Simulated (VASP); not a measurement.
A run of VASP 6.6.1 is set up as follows.

The input INCAR:

```
  ALGO = Fast
  EDIFF = 1E-6
  ENCUT = 520
  GGA = PE
  ISIF = 2
  ISMEAR = 0
  LASPH = True
  LCHARG = True
  LELF = True
  LREAL = False
  LVHAR = True
  LWAVE = False
  NBANDS = 24
  NELM = 100
  PREC = Accurate
  SIGMA = 0.1
```

Contents of KPOINTS:

```
k-points
0
Gamma
  6 6 4
```

The input POSCAR:

```
KCl
1.0
    4.5114174587      0.0000000000      0.0000000000
   -2.2557087294      3.9070021264      0.0000000000
    0.0000000000      0.0000000000      7.3071765218
K Cl
2 2
Direct
    0.6666666700      0.3333333300      0.8760170000
    0.3333333300      0.6666666700      0.3760170000
    0.6666666700      0.3333333300      0.4989840000
    0.3333333300      0.6666666700      0.9989840000
```

Potentials or basis: VASP PAW PBE potentials, release 64 (K_sv, Cl).

Run with:

```console
$ cat potpaw_PBE.64/K_sv/POTCAR potpaw_PBE.64/Cl/POTCAR > POTCAR
$ mpirun -np 1 vasp_std > vasp.out
```

Problem. What does it give for the largest force?

Solution. 0.043 eV/Å.

Problem. What does it give for the pressure?

Solution. 7.4 GPa.

Problem. Estimate the band gap on the k mesh.

Solution. 5.37 eV, indirect (least direct gap 5.48 eV).

Forces on the atoms (eV/Å):
```
K    0.000  0.000  0.043
K    0.000  0.000  0.043
Cl   0.000  0.000 -0.043
Cl   0.000  0.000 -0.043
```

A k mesh can miss the band edges.
